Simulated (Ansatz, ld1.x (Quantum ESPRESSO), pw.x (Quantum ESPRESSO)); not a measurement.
What a changed setting does to a pw.x run (bcc Tc)

Potential: PAW, ld1.x (Quantum ESPRESSO) 7.5, PBE; core [Ar] 3d10, reference 4s2 4p6 4d5 5s1.5 5p0; waves: 4s (bound): rcut 1.35, rcutus 1.60 bohr; 5s (bound): rcut 1.35, rcutus 1.60 bohr; 4p (bound): rcut 1.85, rcutus 2.35 bohr; 5p (bound, empty): rcut 1.85, rcutus 2.35 bohr; 4d (bound): rcut 1.30, rcutus 1.65 bohr; 4d channel at 0.9 Ry: rcut 1.30, rcutus 1.65 bohr; local part: all-electron potential smoothed inside 1.45 bohr (lloc = -2); core correction: Bessel-smoothed model core, default radius (core density twice the valence density); augmentation: PSQ, inside the norm-conserving radii.

The reference run (k-mesh 15³, cutoffs 85/900 Ry, Fermi–Dirac 0.01 Ry, mixing_beta 0.4, conv_thr 1e-9, no spin) gives 0.72 GPa at 14.631 Å³/atom, where all-electron LAPW gives 0.42 GPa. This run, with its own iteration cap, changes mixing_beta to 0.05.

```
&control
  calculation='scf', prefix='x', pseudo_dir='./', outdir='./tmp', tstress=.true., disk_io='none'
/
&system
  ibrav=0, nat=1, ntyp=1, ecutwfc=85, ecutrho=900, nbnd=15,
  occupations='smearing', smearing='fd', degauss=0.01
/
&electrons
  conv_thr=1e-09, mixing_beta=0.05, electron_maxstep=50
/
ATOMIC_SPECIES
Tc 1.0 Tc.UPF
CELL_PARAMETERS angstrom
  -1.54077068 1.54077068 1.54077068
  1.54077068 -1.54077068 1.54077068
  1.54077068 1.54077068 -1.54077068
ATOMIC_POSITIONS crystal
Tc 0.0000 0.0000 0.0000
K_POINTS automatic
15 15 15 0 0 0
```

```bash
pw.x < Tc.scf.in > Tc.scf.out
```

Problem. How does the run end?

Solution. It converges in 17 iterations; the free energy moves by +0.0 meV/atom and the pressure by +0.00 GPa. The result is that of the reference run.

```
Message from routine setup:
     using ibrav=0 with symmetry is DISCOURAGED, use correct ibrav instead
     lattice parameter (alat)  =       5.0431  a.u.
     unit-cell volume          =      98.7349 (a.u.)^3
     number of electrons       =        15.00
     number of Kohn-Sham states=           15
     kinetic-energy cutoff     =      85.0000  Ry
     charge density cutoff     =     900.0000  Ry
     scf convergence threshold =      1.0E-09
     Exchange-correlation= SLA  PW   PBX  PBC
     number of k points=   120  Fermi-Dirac smearing, width (Ry)=  0.0100
     iteration #  1     ecut=    85.00 Ry     beta= 0.05
     total energy              =    -396.41258223 Ry
     estimated scf accuracy    <       0.45114756 Ry
     iteration #  2     ecut=    85.00 Ry     beta= 0.05
     negative rho (up, down):  1.170E-07 0.000E+00
     total energy              =    -396.21411949 Ry
     estimated scf accuracy    <       0.36404053 Ry
     iteration #  3     ecut=    85.00 Ry     beta= 0.05
     negative rho (up, down):  3.664E-05 0.000E+00
     total energy              =    -396.29137971 Ry
     estimated scf accuracy    <       0.00471689 Ry
     iteration #  4     ecut=    85.00 Ry     beta= 0.05
     total energy              =    -396.29274209 Ry
     estimated scf accuracy    <       0.01227404 Ry
     iteration #  5     ecut=    85.00 Ry     beta= 0.05
     total energy              =    -396.29045036 Ry
     estimated scf accuracy    <       0.00753236 Ry
     iteration #  6     ecut=    85.00 Ry     beta= 0.05
     total energy              =    -396.29121916 Ry
     estimated scf accuracy    <       0.00029284 Ry
     [... 5 iterations left out ...]
     iteration # 12     ecut=    85.00 Ry     beta= 0.05
     total energy              =    -396.29119690 Ry
     estimated scf accuracy    <       0.00000018 Ry
     iteration # 13     ecut=    85.00 Ry     beta= 0.05
     total energy              =    -396.29119694 Ry
     estimated scf accuracy    <       0.00000040 Ry
     iteration # 14     ecut=    85.00 Ry     beta= 0.05
     total energy              =    -396.29119700 Ry
     estimated scf accuracy    <          7.8E-09 Ry
     iteration # 15     ecut=    85.00 Ry     beta= 0.05
     total energy              =    -396.29119700 Ry
     estimated scf accuracy    <          1.6E-09 Ry
     iteration # 16     ecut=    85.00 Ry     beta= 0.05
     total energy              =    -396.29119701 Ry
     estimated scf accuracy    <          5.0E-09 Ry
     iteration # 17     ecut=    85.00 Ry     beta= 0.05
     the Fermi energy is    22.3849 ev
!    total energy              =    -396.29119707 Ry
     estimated scf accuracy    <          1.6E-11 Ry
     smearing contrib. (-TS)   =      -0.00663191 Ry
     The total energy is F=E-TS. E is the sum of the following terms:
     one-electron contribution =     -21.50287716 Ry
     hartree contribution      =      23.94432457 Ry
     xc contribution           =     -87.59860584 Ry
     ewald contribution        =    -140.61302961 Ry
     one-center paw contrib.   =    -170.51437712 Ry
     convergence has been achieved in  17 iterations
          total   stress  (Ry/bohr**3)                   (kbar)     P=        7.19
     Message from routine punch:
     Nothing written, as per user request (disk_io='none')
```

The run took about 63 s on one core of a shared host (Neoverse-V1, 32 threads, 247 GiB, load 18).
